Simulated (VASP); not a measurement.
CaSe, 2 atoms in the cell. The structure is tetragonal, space group I-4m2 (No. 119). The conventional cell has a = 5.388 Å, b = 5.388 Å, c = 4.952 Å, α = 90.00°, β = 90.00°, γ = 90.00°. Ca (site symmetry -4m2) is surrounded by 4 Se at 2.96 Å. Se (site symmetry -4m2) is surrounded by 4 Ca at 2.96 Å. The cell comes from a database or a generator and needn't be the stable form of this composition.

| Quantity | Value |
| --- | --- |
| Program | VASP 6.6.1 |
| Task | single point |
| Functional | PBEsol |
| Potentials or basis | VASP PAW PBE potentials, release 64 (Ca_sv, Se) |
| Cutoff | 520 eV |
| k mesh | 8 × 8 × 8 |
| Occupations | gaussian, width 0.05 eV |
| Spin | no spin polarisation |
| Dipole correction | no |
| Further INCAR settings | ALGO = Fast; EDIFF = 1e-06; NBANDS = 15 |

Potentials or basis: VASP PAW PBE potentials, release 64 (Ca_sv, Se).

The run is started by

```sh
$ cat potpaw_PBE.64/Ca_sv/POTCAR potpaw_PBE.64/Se/POTCAR > POTCAR
$ mpirun -np 1 vasp_std > vasp.out
```

Hardware: 1 thread of Intel(R) Xeon(R) Platinum 8259CL CPU @ 2.50GHz (Skylake/Cascade Lake), with other jobs on the host.

Problem. Estimate the wall time of this run.

Solution. It took 78 s on 1 thread of Intel(R) Xeon(R) Platinum 8259CL CPU @ 2.50GHz (Skylake/Cascade Lake), with other jobs on the host, peak memory 0.25 GiB. Counts: scf iterations 16, k points 59.
